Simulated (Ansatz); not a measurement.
**Ge under changes of volume**

One of the cells (19.014 Å³/atom); the others are scaled copies at fixed shape and fractional positions:

```
Ge
1.0
    -2.49590    2.65086    1.43695
     2.49590   -2.65086    1.43695
     2.49590    2.65086   -1.43695
Ge
2
Direct
  0.31406 0.06406 0.25000
  0.68594 0.93594 0.75000
```

This isn't the form of Ge at room conditions, which is diamond.

| Property | Result |
| --- | --- |
| Program | Ansatz 0.2.0 |
| Functional | PBEsol |
| Potentials or basis | Ansatz PAW |
| Cutoff | 420 eV (not typed: the program's choice for these potentials) |
| k mesh | 11 × 11 × 11 |
| Occupations | fermi-dirac, width 0.05 eV |
| Spin | no spin polarisation |

```tsv
volume (Å³/atom)	energy over the lowest point (meV/atom)	pressure (GPa)	largest force (eV/Å)
17.874	3.42	2.4	0.050
18.254	0.00	0.6	0.053
18.634	0.67	-1.1	0.057
19.014	?	?	?
19.395	12.51	-3.8	0.060
19.775	22.86	-4.9	0.061
20.155	35.70	-5.9	0.060
```

Task: What does the run at 19.014 Å³/atom give?

Result: Energy over the lowest point 4.98 meV/atom; pressure -2.5 GPa; largest force 0.059 eV/Å.

Worked out: A Birch-Murnaghan fit of order 3 (a polynomial in V^(-2/3)) to the other rows has its minimum at 18.38 Å³/atom with B0 = V·E''(V) = 80 GPa and B' = 5.0 at fixed shape and positions, which overstates the stiffness. It gives 4.98 meV/atom at 19.014 Å³/atom, against the run's 4.98, and -dE/dV = -2.5 GPa, against -2.5.

Energies are extrapolated to zero smearing.

Caveats: the PAW data sets come from PBE, with cores solved anew for the run's functional, which leaves a small shift of forces and pressure.
